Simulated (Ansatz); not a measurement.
MgF$_{2}$:
```
MgF2
1.0
    4.69764     0.00000     0.00000
    0.00000     4.69764     0.00000
    0.00000     0.00000     3.09292
Mg F
2 4
Cartesian
  2.34882   2.34882   1.54646
  0.00000   0.00000   0.00000
  3.27156   3.27156   0.00000
  1.42608   1.42608   0.00000
  3.77490   0.92274   1.54646
  0.92274   3.77490   1.54646
```

Relaxed with PBE. Special points in fractions of this cell's reciprocal vectors: Γ (0.000, 0.000, 0.000); X (0.000, 0.500, 0.000); M (0.500, 0.500, 0.000); Z (0.000, 0.000, 0.500); R (0.000, 0.500, 0.500); A (0.500, 0.500, 0.500).

Question: List the band energies nearest the valence-band maximum at these points for plane-wave PAW PBE (Ansatz code).

Answer: In eV from the valence-band maximum; about four levels below and three above (degenerate sets whole), none deeper than 8.9 eV; points with the same levels are listed once.

```json
[
 {"k": "Γ", "below": "-0.71 -0.31 -0.31 0.00", "above": "6.84 12.00 12.00"},
 {"k": "X", "below": "-0.94 -0.94 -0.36 -0.36", "above": "9.19 9.19 13.22 13.22"},
 {"k": "M", "below": "-0.90 -0.90 -0.72 -0.72", "above": "10.79 10.79 11.02 11.02"},
 {"k": "Z", "below": "-1.06 -1.06 -0.80 -0.80", "above": "11.50 11.50 14.69 14.69"},
 {"k": "R", "below": "-0.70 -0.70 -0.62 -0.62", "above": "12.44 12.44 13.04 13.04"},
 {"k": "A", "below": "-0.57 -0.57 -0.46 -0.46", "above": "12.86 12.86 13.10 13.10"}
]
```

Space group P4_2/mnm (rutile). The cell was relaxed with PBE under the symmetry of its start.

Potentials: the later of the program's two PAW sets.
